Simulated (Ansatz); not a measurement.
This guess for CaO is about to be relaxed.

```yaml
crystal:
  lattice:
    - [4.42980, 0.00000, 0.00000]
    - [0.00000, 3.14764, 0.00000]
    - [-1.33014, 0.00000, 7.53955]
  atoms:
    - { symbol: Ca, position: [0.22594, 0.65954, 0.88717] }
    - { symbol: Ca, position: [0.77406, 0.15954, 0.61283] }
    - { symbol: Ca, position: [0.77406, 0.34046, 0.11283] }
    - { symbol: Ca, position: [0.22594, 0.84046, 0.38717] }
    - { symbol: O, position: [0.27406, 0.34046, 0.61283] }
    - { symbol: O, position: [0.72594, 0.84046, 0.88717] }
    - { symbol: O, position: [0.72594, 0.65954, 0.38717] }
    - { symbol: O, position: [0.27406, 0.15954, 0.11283] }
```

All numbers below come from DFT PBE, scalar-relativistic, plane waves, PAW in Ansatz 0.2.0. Cutoff 420 eV, Gaussian smearing, Γ-centred meshes. Cell and atoms relax first on a coarse mesh and then on a converged one. In between, the cell is made exact in the group found at 0.06 Å. The steps can't lower the symmetry of their start. No spin polarisation.

A guess keeps its type if space group and coordination stay and the shape of the cell changes little (axis ratios within about 15 %, angles within 6°); the volume may change.

Question: Will the relaxed cell still be of the starting type?

Answer: It doesn't keep its type. The symmetry goes from P2_1/c (No. 14) to Fm-3m (No. 225), and the primitive cell from 8 to 2 atoms. The end has the rock salt type. The volume per atom grows by 7.3 %, from 13.1 to 14.1 Å³. The shortest distance goes from 2.29 Å (Ca–O) to 2.42 Å (Ca–O). Counting neighbours within 15 % of an atom's shortest distance, the start has Ca 5, O 5 and the end Ca 6, O 6. In detail, at the end around Ca lie 6 O at 2.42 Å; around O lie 6 Ca at 2.42 Å.

```cif
data_structure
_symmetry_space_group_name_H-M 'Fm-3m'
_symmetry_Int_Tables_number 225
_cell_length_a 4.8312
_cell_length_b 4.8312
_cell_length_c 4.8312
_cell_angle_alpha 90.000
_cell_angle_beta 90.000
_cell_angle_gamma 90.000
_cell_volume 112.77
loop_
_atom_site_label
_atom_site_type_symbol
_atom_site_symmetry_multiplicity
_atom_site_Wyckoff_symbol
_atom_site_fract_x
_atom_site_fract_y
_atom_site_fract_z
_atom_site_occupancy
Ca1 Ca 4 a 0.00000 0.00000 0.00000 1
O1 O 4 b 0.50000 0.00000 0.00000 1
```

Formation energies are uncorrected and refer to the elements' standard structures at the same level (O₂ as a molecule).

Question: At what energy does it end?

Answer: −2.947 eV/atom. A negative formation energy is needed for stability but isn't enough: competing phases decide.

The last run used an 8×8×8 mesh for its 2-atom cell and Gaussian smearing of 0.02 eV. A later test with randomly moved atoms came back to the same energy, though modes that don't fit the test's cell weren't probed.
